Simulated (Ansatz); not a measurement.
Crystal: Eu.

```
Eu
1.0
     0.00000    2.78930    2.78930
     2.78930    0.00000    2.78930
     2.78930    2.78930    0.00000
Eu
1
Direct
  0.00000 0.00000 0.00000
```

This isn't the form of Eu at room conditions, which is bcc.

Alike in all runs: program Ansatz 0.2.0; functional PBE; potentials or basis Ansatz PAW; cutoff 420 eV (not typed: the program's choice for these potentials); k mesh 7 × 7 × 7; occupations fermi-dirac, width 0.05 eV.

The same cell was started in several ways:

| start | free energy over the lowest (meV/atom) | net moment (μB) | site or absolute moments (μB) | gap |
| --- | --- | --- | --- | --- |
| collinear spin, ferromagnetic start of up to 8.8 μB; fixed moment 8.8 | 336.6 | 8.80 | Eu +7.88 | - |
| collinear spin, ferromagnetic start of up to 1.8 μB; fixed moment 1.8 | 4730.5 | 1.80 | Eu +1.57 | - |
| collinear spin, ferromagnetic start of up to 3.5 μB; fixed moment 3.5 | 2794.3 | 3.50 | Eu +4.56 | - |
| collinear spin, ferromagnetic start of up to 14 μB; fixed moment 14 | 47768.0 | 14.00 | Eu +12.77 | - |
| collinear spin, program default start; fixed moment 0 | 7188.8 | 0.00 | - | - |
| collinear spin, ferromagnetic start of up to 5.2 μB; fixed moment 5.2 | 865.5 | 5.20 | Eu +5.86 | - |
| collinear spin, ferromagnetic start of up to 7 μB; fixed moment 7 | 0.0 | 7.00 | Eu +6.92 | - |
| collinear spin, ferromagnetic start of up to 10.5 μB; fixed moment 10.5 | 14145.1 | 10.50 | Eu +9.35 | - |

All polarised runs hold their moment fixed, so the table maps the energy against it. A still lower state may exist.

Caveats: spin-orbit coupling is left out, which moves the levels of the heavy elements; the total moment is fixed, so each spin has its own Fermi level.
